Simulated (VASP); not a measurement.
# InP (F-43m) in VASP: a series of runs, part 2 of 2

VASP 6.6.1. The steps go on from the part before.

### 4 Relaxation of the atoms, r2SCAN (a relaxed cell with its volume scaled by 1.06)

Input file INCAR:

```
SYSTEM = InP
  ALGO = Normal
  EDIFF = 1E-7
  EDIFFG = -0.01
  ENCUT = 600
  IBRION = 2
  ISIF = 2
  ISMEAR = 0
  LASPH = .True.
  LCHARG = .False.
  LMIXTAU = .True.
  LREAL = .False.
  LWAVE = .False.
  METAGGA = R2SCAN
  NELM = 80
  NSW = 40
  PREC = Accurate
  SIGMA = 0.03
```

Input file KPOINTS:

```
k-points
0
Gamma
  8 8 8
  0 0 0
```

Input file POSCAR:

```
InP                                     
1.0
   -0.0000000000      3.0102337421      3.0102337421
    3.0102337421     -0.0000000000      3.0102337421
    3.0102337421      3.0102337421      0.0000000000
  In              P             
     1     1
Direct
     0.0000000000000000    0.0000000000000000    0.0000000000000000
     0.2500000000000000    0.2500000000000000    0.2500000000000000
```

Potentials or basis: VASP PAW PBE potentials, release 64 (In_d, P).

The run is started by

```bash
cat potpaw_PBE.64/In_d/POTCAR potpaw_PBE.64/P/POTCAR > POTCAR
mpirun -np 1 vasp_std > vasp.out
```

OUTCAR:

```text
SYSTEM = InP
   EDIFF = 1E-7
   EDIFFG = -0.01
   ENCUT = 600
   IBRION = 2
   ISIF = 2
   ISMEAR = 0
   LASPH = .True.
   LREAL = .False.
   METAGGA = R2SCAN
   NELM = 80
   NSW = 40
   PREC = Accurate

 ion  position               nearest neighbor table
   1  0.000  0.000  0.000-   2 2.61   2 2.61   2 2.61   2 2.61
   2  0.250  0.250  0.250-   1 2.61   1 2.61   1 2.61   1 2.61

  LATTYP: Found a face centered cubic cell.
 ALAT       =     6.0204674842

  Lattice vectors:

 A1 = (   0.0000000000,   3.0102337421,   3.0102337421)
 A2 = (   3.0102337421,   0.0000000000,   3.0102337421)
 A3 = (   3.0102337421,   3.0102337421,   0.0000000000)

Analysis of symmetry for initial positions (statically):
=====================================================================
 Subroutine PRICEL returns:
 Original cell was already a primitive cell.

 Routine SETGRP: Setting up the symmetry group for a
 face centered cubic supercell.

 Subroutine GETGRP returns: Found 24 space group operations
 (whereof 24 operations were pure point group operations)
 out of a pool of 48 trial point group operations.

The static configuration has the point symmetry T_d .

Analysis of symmetry for dynamics (positions and initial velocities):
=====================================================================
 Subroutine PRICEL returns:
 Original cell was already a primitive cell.

 Routine SETGRP: Setting up the symmetry group for a
 face centered cubic supercell.

 Subroutine GETGRP returns: Found 24 space group operations
 (whereof 24 operations were pure point group operations)
 out of a pool of 48 trial point group operations.

The dynamic configuration has the point symmetry T_d .

 Subroutine INISYM returns: Found 24 space group operations
 (whereof 24 operations are pure point group operations),
 and found     1 'primitive' translations

----------------------------------------------------------------------------------------

                                     Primitive cell

  volume of cell :      54.5545

  direct lattice vectors                    reciprocal lattice vectors
     0.000000000  3.010233742  3.010233742    -0.166100058  0.166100058  0.166100058
     3.010233742  0.000000000  3.010233742     0.166100058 -0.166100058  0.166100058
     3.010233742  3.010233742  0.000000000     0.166100058  0.166100058 -0.166100058

  length of vectors
     4.257113384  4.257113384  4.257113384     0.287693740  0.287693740  0.287693740

  position of ions in fractional coordinates (direct lattice)
     0.000000000  0.000000000  0.000000000
     0.250000000  0.250000000  0.250000000

  ion indices of the primitive-cell ions
   primitive index   ion index
                 1           1
                 2           2

----------------------------------------------------------------------------------------

 KPOINTS: k-points

Automatic generation of k-mesh.
 Grid dimensions read from file:
 generate k-points for:    8    8    8

 Generating k-lattice:

[... 42 lines left out ...]
 [... further k-points ...]
   k-points           NKPTS =     29   k-points in BZ     NKDIM =     29   number of bands    NBANDS=     13
   number of dos      NEDOS =    301   number of ions     NIONS =      2
   total plane-waves  NPLWV =  46656
   dimension x,y,z NGX =    36 NGY =   36 NGZ =   36
   dimension x,y,z NGXF=    72 NGYF=   72 NGZF=   72
   ions per type =               1   1
   NGX,Y,Z   is equivalent  to a cutoff of  14.06, 14.06, 14.06 a.u.
   NGXF,Y,Z  is equivalent  to a cutoff of  28.12, 28.12, 28.12 a.u.
 SYSTEM =  InP
   PREC   = accura    normal or accurate (medium, high low for compatibility)
   ISTART =      0    job   : 0-new  1-cont  2-samecut
   ICHARG =      2    charge: 1-file 2-atom 10-const
   ISPIN  =      1    spin polarized calculation?
   LNONCOLLINEAR =      F non collinear calculations
   LSORBIT =      F    spin-orbit coupling
   LASPH  =      T    aspherical Exc in radial PAW
   ENCUT  =  600.0 eV  44.10 Ry    6.64 a.u.   8.50  8.50  8.50*2*pi/ulx,y,z
   NELM   =     80;   NELMIN=  2; NELMDL= -5     # of ELM steps
   EDIFF  = 0.1E-06   stopping-criterion for ELM
   LREAL  =      F    real-space projection
   EDIFFG = -.1E-01   stopping-criterion for IOM
   NSW    =     40    number of steps for IOM
   IBRION =      2    ionic relax: 0-MD 1-quasi-New 2-CG
   NFREE  =      1    steps in history (QN), initial steepest desc. (CG)
   ISIF   =      2    stress and relaxation
   ISYM   =      2    0-nonsym 1-usesym 2-fastsym
   POTIM  = 0.5000    time-step for ionic-motion
   TEBEG  =    0.0;   TEEND  =   0.0 temperature during run
   PSTRESS=    0.0 pullay stress
   NELECT =      18.0000    total number of electrons
   NUPDOWN=      -1.0000    fix difference up-down
   EMIN   =  10.00;   EMAX   =-10.00  energy-range for DOS
   EFERMI =   0.00;   METHOD = LEGACY
   ISMEAR =     0;   SIGMA  =   0.03  broadening in eV -4-tet -1-fermi 0-gaus
   EFERMI_NEDOS =   21; number of points for ismear=-14 and -15
   IALGO  =     38    algorithm
   IMIX   =      4    mixing-type and parameters
     AMIX     =   0.40;   BMIX     =  1.00
     AMIX_MAG =   1.60;   BMIX_MAG =  1.00
  volume/ion in A,a.u.               =      27.28       184.08
  Fermi-wavevector in a.u.,A,eV,Ry     =   1.131242  2.137737 17.411485  1.279708
  Thomas-Fermi vector in A             =   2.267940
   LORBIT       =      0    0 simple, 1 ext, 2 COOP (PROOUT), +10 PAW based schemes
   METAGGA = R2SCAN    functional components
   LHFCALC =     F    Hartree Fock is set to
   AEXX    =    0.0000 exact exchange contribution
   IVDW    =     0    specifies the selected vdW correction
   LEPSILON=     F    determine dielectric tensor
   LRPA    =     F    only Hartree local field effects (RPA)
 conjugate gradient relaxation of ions
 non-spin polarized calculation
 Gauss-broadening in eV      SIGMA  =   0.03
  energy-cutoff  :      600.00
  volume of cell :       54.55
 maximum number of plane-waves:      1841
 NGX is ok and might be reduce to    36
   NGX = 17   NGY = 17   NGZ = 17

 number of electron      18.0000003 magnetization

 Free energy of the ion-electron system (eV)
  ---------------------------------------------------
  ext. energy  EPLUGINS =         0.00000000
  ---------------------------------------------------
  free energy    TOTEN  =       -32.26339576 eV

  energy without entropy =      -32.26339576  energy(sigma->0) =      -32.26339576

 E-fermi :   4.3072     XC(G=0):  -9.5090

 val. band max:        4.1661001998   @ k =   0.0000   0.0000   0.0000
 cond. band min:       4.8624724135   @ k =   0.0000   0.0000   0.0000
 fundamental gap:      0.6963722138
 Fermi energy:         4.3071785854

 k-point     1 :       0.0000    0.0000    0.0000
  band No.  band energies     occupation
      1     -10.3605      2.00000
      2     -10.3605      2.00000
      3     -10.3605      2.00000
      4     -10.2215      2.00000
      5     -10.2215      2.00000
      6      -7.2969      2.00000
      7       4.1661      2.00000
      8       4.1661      2.00000
      9       4.1661      2.00000
     10       4.8625      0.00000
     11       8.5937      0.00000
     12       8.5937      0.00000
     13       8.5937      0.00000
[... 354 lines left out ...]
  band No.  band energies     occupation
      1     -10.4713      2.00000
      2     -10.3183      2.00000
      3     -10.3034      2.00000
      4     -10.2256      2.00000
      5     -10.2112      2.00000
      6      -5.4676      2.00000
      7      -1.1471      2.00000
      8       1.6727      2.00000
      9       2.6717      2.00000
     10       7.4521      0.00000
     11       8.6916      0.00000
     12      10.2940      0.00000
     13      11.6034      0.00000

 [... further k-points ...]

------------------------ aborting loop because EDIFF is reached ----------------------------------------

  FORCE on cell =-STRESS in cart. coord.  units (eV):
  Direction    XX          YY          ZZ          XY          YZ          ZX
  --------------------------------------------------------------------------------------
  -------------------------------------------------------------------------------------
  Total       -1.1855218     -1.1855218     -1.1855218     -0.0000000     -0.0000000     -0.0000000
  in kB      -34.8168492    -34.8168492    -34.8168492     -0.0000000     -0.0000000     -0.0000000
  external PRESSURE =     -34.8168492 kB  Pullay stress =       0.0000000 kB

 VOLUME and BASIS-vectors are now :
 -----------------------------------------------------------------------------
  energy-cutoff  :      600.00
  volume of cell :       54.55
      direct lattice vectors                 reciprocal lattice vectors
     0.000000000  3.010233742  3.010233742    -0.166100058  0.166100058  0.166100058
     3.010233742  0.000000000  3.010233742     0.166100058 -0.166100058  0.166100058
     3.010233742  3.010233742  0.000000000     0.166100058  0.166100058 -0.166100058

 POSITION                                       TOTAL-FORCE (eV/Angst)
 -----------------------------------------------------------------------------------
      0.00000      0.00000      0.00000        -0.000000     -0.000000     -0.000000
      1.50512      1.50512      1.50512         0.000000      0.000000      0.000000
 -----------------------------------------------------------------------------------
    total drift:                               -0.000003     -0.000003     -0.000003

  FREE ENERGIE OF THE ION-ELECTRON SYSTEM (eV)
  ---------------------------------------------------
  free  energy   TOTEN  =       -32.2633957560 eV

  energy  without entropy=      -32.2633957560  energy(sigma->0) =      -32.26339576

 reached required accuracy - stopping structural energy minimisation
```

CONTCAR:

```text
InP
   1.00000000000000
     0.0000000000000000    3.0102337421000001    3.0102337421000001
     3.0102337421000001    0.0000000000000000    3.0102337421000001
     3.0102337421000001    3.0102337421000001    0.0000000000000000
  In              P
     1     1
Direct
     0.0000000000000000    0.0000000000000000    0.0000000000000000
     0.2500000000000000    0.2500000000000000    0.2500000000000000

  0.00000000E+00  0.00000000E+00  0.00000000E+00
  0.00000000E+00  0.00000000E+00  0.00000000E+00
```

Run time: 3.9 min. Hardware: 1 thread of Intel Xeon Platinum 8375C at 2.90GHz (Ice Lake), shared host; peak memory 0.22 GiB.

What came out:

```yaml
Free_energy: -32.2634 eV
Pressure_after_relaxing: -3.5 GPa
Band_gap_on_the_k_mesh: 0.70 eV, direct
```

Final structure:
```
In P
1.0
     0.00000    3.01023    3.01023
     3.01023    0.00000    3.01023
     3.01023    3.01023    0.00000
In P
1 1
Direct
  0.00000 0.00000 0.00000
  0.25000 0.25000 0.25000
```

Caveat: the relaxation stopped at its first step, so nothing moved; the PAW data sets were made with another functional, which shifts forces and pressure a little; spin-orbit coupling is left out, which moves the levels of the heavy elements.

### 5 Relaxation of cell and atoms, LDA

Input file INCAR:

```
PREC = Accurate
ENCUT = 600
EDIFF = 1E-6
ISMEAR = 0
SIGMA = 0.03
LREAL = F
LASPH = T
NELM = 80
ALGO = Normal
ISIF = 3
LWAVE = F
LCHARG = F
GGA = CA
IBRION = 2
NSW = 90
EDIFFG = -0.01
```

Input file KPOINTS:

```
regular mesh
0
Gamma
  8 8 8
```

Input file POSCAR:

```
InP
1.0
    0.0000000000      2.9305000000      2.9305000000
    2.9305000000      0.0000000000      2.9305000000
    2.9305000000      2.9305000000      0.0000000000
In P
1 1
Direct
    0.0000000000      0.0000000000      0.0000000000
    0.2500000000      0.2500000000      0.2500000000
```

Potentials or basis: VASP PAW LDA potentials, release 64 (In_d, P).

The run is started by

```bash
cat potpaw_LDA.64/In_d/POTCAR potpaw_LDA.64/P/POTCAR > POTCAR
mpirun -np 1 vasp_std > vasp.out
```

OUTCAR:

```text
PREC = Accurate
   ENCUT = 600
   EDIFF = 1E-6
   ISMEAR = 0
   LREAL = F
   LASPH = T
   NELM = 80
   ISIF = 3
   GGA = CA
   IBRION = 2
   NSW = 90
   EDIFFG = -0.01

 ion  position               nearest neighbor table
   1  0.000  0.000  0.000-   2 2.54   2 2.54   2 2.54   2 2.54
   2  0.250  0.250  0.250-   1 2.54   1 2.54   1 2.54   1 2.54

  LATTYP: Found a face centered cubic cell.
 ALAT       =     5.8610000000

  Lattice vectors:

 A1 = (   0.0000000000,   2.9305000000,   2.9305000000)
 A2 = (   2.9305000000,   0.0000000000,   2.9305000000)
 A3 = (   2.9305000000,   2.9305000000,   0.0000000000)

Analysis of symmetry for initial positions (statically):
[... 269 lines left out ...]
      2      -9.0290      2.00000
      3      -9.0290      2.00000
      4      -8.8655      2.00000
      5      -8.8655      2.00000
      6      -6.4661      2.00000
      7       5.1954      2.00000
      8       5.1954      2.00000
      9       5.1954      2.00000
     10       5.7960      0.00000
     11       9.1573      0.00000
     12       9.1573      0.00000
     13       9.1573      0.00000
[... 354 lines left out ...]
  band No.  band energies     occupation
      1      -9.1696      2.00000
      2      -8.9775      2.00000
      3      -8.9555      2.00000
      4      -8.8721      2.00000
      5      -8.8517      2.00000
      6      -4.3232      2.00000
      7      -0.5259      2.00000
      8       2.3837      2.00000
      9       3.4864      2.00000
     10       8.2870      0.00000
     11       9.2278      0.00000
     12      11.0014      0.00000
     13      12.3335      0.00000

 [... further k-points ...]

------------------------ aborting loop because EDIFF is reached ----------------------------------------

  FORCE on cell =-STRESS in cart. coord.  units (eV):
  Direction    XX          YY          ZZ          XY          YZ          ZX
  --------------------------------------------------------------------------------------
  -------------------------------------------------------------------------------------
  Total        0.0042123      0.0042123      0.0042123     -0.0000000      0.0000000      0.0000000
  in kB        0.1363392      0.1363392      0.1363392     -0.0000000      0.0000000      0.0000000
  external PRESSURE =       0.1363392 kB  Pullay stress =       0.0000000 kB
[... 17 lines left out ...]
  FREE ENERGIE OF THE ION-ELECTRON SYSTEM (eV)
  ---------------------------------------------------
  free  energy   TOTEN  =        -9.6723560055 eV

  energy  without entropy=       -9.6723560055  energy(sigma->0) =       -9.67235601

 reached required accuracy - stopping structural energy minimisation
```

CONTCAR:

```text
InP
   1.00000000000000
     0.0000000000000000    2.9142540919066344    2.9142540919066344
     2.9142540919066344    0.0000000000000000    2.9142540919066344
     2.9142540919066344    2.9142540919066344    0.0000000000000000
  In              P
     1     1
Direct
     0.0000000000000000    0.0000000000000000    0.0000000000000000
     0.2500000000000000    0.2500000000000000    0.2500000000000000

  0.00000000E+00  0.00000000E+00  0.00000000E+00
  0.00000000E+00  0.00000000E+00  0.00000000E+00
```

It took 27 s on 1 thread of Intel Xeon Platinum 8488C (Sapphire Rapids), shared host; peak memory 0.19 GiB.

What came out:

* Free energy: -9.6724 eV
* Relaxed volume: 24.75 Å³/atom
* Relaxed cell: a = 4.121 Å, b = 4.121 Å, c = 4.121 Å, α = 60.00°, β = 60.00°, γ = 60.00°
* Space group after relaxing (to 0.05 Å): F-43m (No. 216)
* Energy gained by relaxing: 1.5 meV/atom
* Ionic steps: 3
* Pressure after relaxing: 0.0 GPa
* Band gap on the k mesh: 0.60 eV, direct

Step by step:
| step | energy change (eV) | largest force (eV/Å) | pressure (GPa) | volume (Å³) |
| --- | --- | --- | --- | --- |
| 1 | 0.0000 | 0.0000 | -1.16 | 50.33 |
| 2 | -0.0020 | 0.0000 | 0.73 | 49.02 |
| 3 | -0.0030 | 0.0000 | 0.01 | 49.50 |

Final structure:
```
In P
1.0
     0.00000    2.91425    2.91425
     2.91425    0.00000    2.91425
     2.91425    2.91425    0.00000
In P
1 1
Cartesian
  0.0000 0.0000 0.0000
  1.4571 1.4571 1.4571
```

Levels at points of the mesh, in eV from the valence-band top:
```csv
k point,band 5,band 6,band 7,band 8,band 9,band 10,band 11,band 12,band 13
"(0.00, 0.00, 0.00)",-14.06,-11.66,0.00,0.00,0.00,0.60,3.96,3.96,3.96
"(0.50, 0.00, 0.00)",-14.05,-9.85,-5.92,-1.02,-1.02,1.37,4.70,4.70,6.93
"(0.50, 0.50, 0.00)",-14.02,-9.16,-5.93,-2.42,-2.42,1.57,2.12,9.10,9.54
```

Caveat: spin-orbit coupling is left out, which moves the levels of the heavy elements. LDA usually gives volumes a few per cent too small.

### 6 Relaxation of cell and atoms, LDA

This run uses another cell than the first one, of 24.75 Å³/atom, 0.983 times its volume.

INCAR: that of step 5 with these lines changed.

```diff
@@ -2,3 +2,3 @@
 ENCUT = 600
-EDIFF = 1E-6
+EDIFF = 1E-7
 ISMEAR = 0
@@ -15,2 +15,2 @@
 NSW = 90
-EDIFFG = -0.01
+EDIFFG = -0.005
```

KPOINTS is that of step 5.

Input file POSCAR:

```
InP                                     
1.0
    0.0000000000      2.9142540919      2.9142540919
    2.9142540919      0.0000000000      2.9142540919
    2.9142540919      2.9142540919      0.0000000000
  In              P             
     1     1
Direct
     0.0000000000000000    0.0000000000000000    0.0000000000000000
     0.2500000000000000    0.2500000000000000    0.2500000000000000
```

Potentials or basis: VASP PAW LDA potentials, release 64 (In_d, P).

The run is started by

```bash
cat potpaw_LDA.64/In_d/POTCAR potpaw_LDA.64/P/POTCAR > POTCAR
mpirun -np 1 vasp_std > vasp.out
```

Wall time 13 s (1 thread of Intel Xeon Platinum 8488C (Sapphire Rapids), shared host); peak memory 0.17 GiB.

The run converged. Its results:

```
Free energy             : -9.6723 eV
Pressure after relaxing : 0.0 GPa
Band gap on the k mesh  : 0.60 eV, direct
```

Final structure:
```
In P
1.0
     0.00000    2.91425    2.91425
     2.91425    0.00000    2.91425
     2.91425    2.91425    0.00000
In P
1 1
Direct
  0.00000 0.00000 0.00000
  0.25000 0.25000 0.25000
```

Levels at points of the mesh, in eV from the valence-band top:
| k point | band 7 | band 8 | band 9 | band 10 | band 11 | band 12 |
| --- | --- | --- | --- | --- | --- | --- |
| (0.00, 0.00, 0.00) | 0.00 | 0.00 | 0.00 | 0.60 | 3.96 | 3.96 |
| (0.50, 0.00, 0.00) | -5.92 | -1.02 | -1.02 | 1.37 | 4.70 | 4.70 |
| (0.50, 0.50, 0.00) | -5.93 | -2.42 | -2.42 | 1.57 | 2.12 | 9.10 |

Caveat: the relaxation stopped at its first step, so nothing moved; spin-orbit coupling is left out, which moves the levels of the heavy elements.

### 7 The runs side by side

```tsv
task	level	potentials or basis	cell	gap on the mesh (eV)	pressure (GPa)
relaxation of the atoms	r2SCAN	VASP PAW PBE potentials, release 64 (In_d, P)	atoms relaxed from: a relaxed cell with its volume scaled by 1.02	0.92	-1.3
relaxation of the atoms	r2SCAN	VASP PAW PBE potentials, release 64 (In_d, P)	atoms relaxed from: a relaxed cell with its volume scaled by 1.04	0.81	-2.5
relaxation of the atoms	r2SCAN	VASP PAW PBE potentials, release 64 (In_d, P)	atoms relaxed from: a relaxed cell with its volume scaled by 1.06	0.70	-3.5
relaxation of cell and atoms	LDA	VASP PAW LDA potentials, release 64 (In_d, P)	relaxed	0.60	0.0
```

Alike in all rows: no spin polarisation; k mesh 8 × 8 × 8; cutoff (eV) 600; smearing gaussian 0.03 eV.

Caveats: the relaxation stopped at its first step, so nothing moved; spin-orbit coupling is left out, which moves the levels of the heavy elements; the PAW data sets were made with another functional, which shifts forces and pressure a little (some runs).

Total energies depend on the potentials used, so only differences within one code and one set of settings carry meaning.
